CdTe looks wrong. With PBE its volume error is 10 %, twice that of CdS and even above that of HgTe, and the other two levels also have their largest error there. The likelier culprit is the measured volume: 32.9 Å³ per atom is small against a value of roughly 34 Å³ that I recall for this crystal. Against 34 Å³ the errors fall to about 7 % for PBE, half a percent for PBEsol and 2 % for PBE-D3, each uncertain by a point or more. The peak at CdTe therefore gets no physical cause here, and the row is used only where computed volumes are compared with each other.

Zincblende crystals (space group F-43m), cell and atoms relaxed with the symmetry kept, in Ansatz 0.2.0: plane-wave PAW, scalar-relativistic, cutoff 420 eV, no spin polarisation, Gaussian smearing, D3 with Becke-Johnson damping. Errors are relative to the measured volumes, which come from the Crystallography Open Database and are mostly near room temperature.

```
formula  element on site A  Z A  element on site B  Z B  shortest distance (Å)    k mesh  smearing width  error of the volume, PBE (%)  error of the volume, PBEsol (%)  measured volume per atom (Å³)  error of the volume, PBE-D3 (%)
    ZnS                 Zn   30                  S   16                  2.340  10×10×10         0.02 eV                          2.18                            -2.67                          19.73                            -1.56
   ZnSe                 Zn   30                 Se   34                  2.454     8×8×8         0.02 eV                          3.44                            -1.81                          22.76                            -0.67
    CdS                 Cd   48                  S   16                  2.526     8×8×8         0.02 eV                          4.88                            -0.43                          24.81                             1.03
   CdTe                 Cd   48                 Te   52                  2.776     8×8×8         0.02 eV                         10.02                             3.76                          32.92                             5.07
   HgTe                 Hg   80                 Te   52                  2.792  12×12×12          0.1 eV                          9.73                             3.04                           33.5                              n/a
```

**What each level gets right.** The error is the relaxed volume over the measured one, less one, and a third of it is roughly the error of the cell edge. The shortest distances in the table belong to the measured cells, not the relaxed ones, so that of CdTe is suspect too. PBE makes every cell too large, from 2 % in ZnS to 10 % in HgTe. PBEsol makes the two zinc compounds too small, CdS nearly right and HgTe 3 % too large. Leaving CdTe aside, it keeps the cell edge within about 1 %, where PBE misses that of HgTe by 3 %. In ZnS PBE misses by slightly less than PBEsol, but only by half a point. Taking thermal and zero-point expansion out of the measured volume would raise the PBE error and reduce the PBEsol one, probably enough to reverse that order.

**Why PBEsol shrinks the cells.** Both functionals lower the exchange energy where the electron density varies quickly compared with its own size. When a crystal expands, the density between the atoms thins out and its relative variation grows, so this energy gain favours expansion. PBEsol has a weaker gradient term and rewards expansion less. The change acts like an added inward pressure ΔP, and a crystal of bulk modulus B answers with ΔV/V ≈ −ΔP/B.

If ΔP were the same everywhere, the soft tellurides would shrink nearly twice as much as ZnS. The computed shrinkage grows far less, from 4.7 % in ZnS to 6.1 % in HgTe. A plausible reason is that ΔP and B weaken together: longer bonds hold a thinner density, which lowers both the exchange pressure and the stiffness. The table shows a shrinkage that follows softness only weakly, smallest in ZnS, alike in ZnSe and CdS, largest in the tellurides; this reason for it is an argument from theory.

**A rule of thumb.** The simplest model gives all five crystals the same relative shrinkage, and its one fitted constant is 5.3 %. For HgTe, PBE gives 1.097 times the measured volume; multiplying by 0.947 gives 1.039, an error of about 4 %, where the PBEsol calculation gives 3 %. HgTe was part of the fit and is its worst row. A common pressure, tried with rough recalled bulk moduli, does worse, as the output below shows. To estimate the PBEsol volume of a similar crystal, take about 5 % off the PBE volume, somewhat less for light atoms and more for heavy ones; this doesn't predict the measured volume.

**What the step can't repair.** A common factor cancels when two crystals are compared. Lattice mismatch, which sets the strain in an epitaxial layer or in the shell of a nanocrystal, is such a comparison. The measured cell edge of CdS exceeds that of ZnS by 7.9 %; PBE gives 8.9 % and PBEsol 8.8 %. Changing the functional moves both crystals by much the same proportion and leaves most of the mismatch error in place.

HgTe on CdTe is the harder case. PBE makes the HgTe edge 0.5 % longer than that of CdTe, and PBEsol 0.35 % longer, whereas I recall HgTe as slightly the smaller in nature; the measured volumes give that order only once the suspect CdTe entry is replaced by 34 Å³. If so, the calculation would put an HgTe film under compression where the real one is stretched. Spin-orbit coupling is absent from both levels, PBEsol ran on PAW datasets made for PBE, and the two crystals differ in k mesh and smearing, so the table can't assign this failure to the functional alone.

**Where D3 stands.** PBE-D3 adds an attraction between pairs of atoms and shrinks the cells by 3.7 to 4.5 %, a little less than PBEsol does. For ZnS, ZnSe and CdS its mean absolute error is 1.1 %, against 1.6 % for PBEsol. That lead is no larger than the thermal and zero-point expansion that the calculations omit, roughly half a percent to one percent of the volume, so it doesn't settle a ranking. Removing that expansion shifts every error upward, which helps PBEsol, too small in all three, more than PBE-D3, already too large in CdS. Nor does it show that missing dispersion causes the PBE error, because PBEsol achieves a similar shrinkage without any such term.

**Cost and choice.** PBE and PBEsol need the same kind of work at each step, and the pair sum of D3 is small beside the electronic calculation. Accuracy can therefore decide:

- For a starting geometry PBE will do, though its cell edge is 3 % too long in HgTe and PBEsol costs no more.
- For a cell edge to about 1 %, use PBEsol; PBE-D3 serves equally well for the zinc compounds and CdS.
- For strain between two layers, where tenths of a percent matter, take the measured cell edges of both materials, because neither PBE nor PBEsol gives their ratio well enough.

The analysis program printed:

```
Volume steps from PBE and excess of the cell edge over ZnS, all in % (reference of CdTe rough and recalled):
   row  step to PBEsol  step to PBE-D3  edge excess measured  edge excess PBE  edge excess PBEsol
   ZnS          -4.747           -3.66                     0                0                   0
  ZnSe          -5.075          -3.973                 4.877            5.307               5.185
   CdS          -5.063          -3.671                 7.936            8.879               8.758
  CdTe           -5.69          -4.499                 19.89            21.57               21.16
  HgTe          -6.097             n/a                  19.3            22.17               21.59
CdTe volume error of PBE against the rough recalled volume, %: 6.525
CdTe volume error of PBEsol against the rough recalled volume, %: 0.4641
CdTe volume error of PBE-D3 against the rough recalled volume, %: 1.732
Mean absolute volume error of PBE without CdTe, %: 5.058
Mean absolute volume error of PBEsol without CdTe, %: 1.988
Mean absolute volume error of PBE for ZnS ZnSe CdS, %: 3.5
Mean absolute volume error of PBEsol for ZnS ZnSe CdS, %: 1.637
Mean absolute volume error of PBE-D3 for ZnS ZnSe CdS, %: 1.087
Rise of the PBE error from ZnS to HgTe, points: 7.55
Rise of the PBEsol error from ZnS to HgTe, points: 5.71
Error of the HgTe cell edge in PBE, %: 3.143
Cell edge of HgTe over that of CdTe in PBE, %: 0.4954
Cell edge of HgTe over that of CdTe in PBEsol, %: 0.3507
Softness of HgTe over that of ZnS, rough ratio: 1.833
PBE error of HgTe over that of ZnS, ratio: 4.463
fit of stepS on 5 rows: constant -5.334 +/- 0.24; rms 0.489, worst HgTe 0.762, leave-one-out rms 0.611
fit of stepS on 5 rows: coefficient of soft -2.798 +/- 0.2; rms 0.754, worst ZnS 1.11, leave-one-out rms 0.938
```
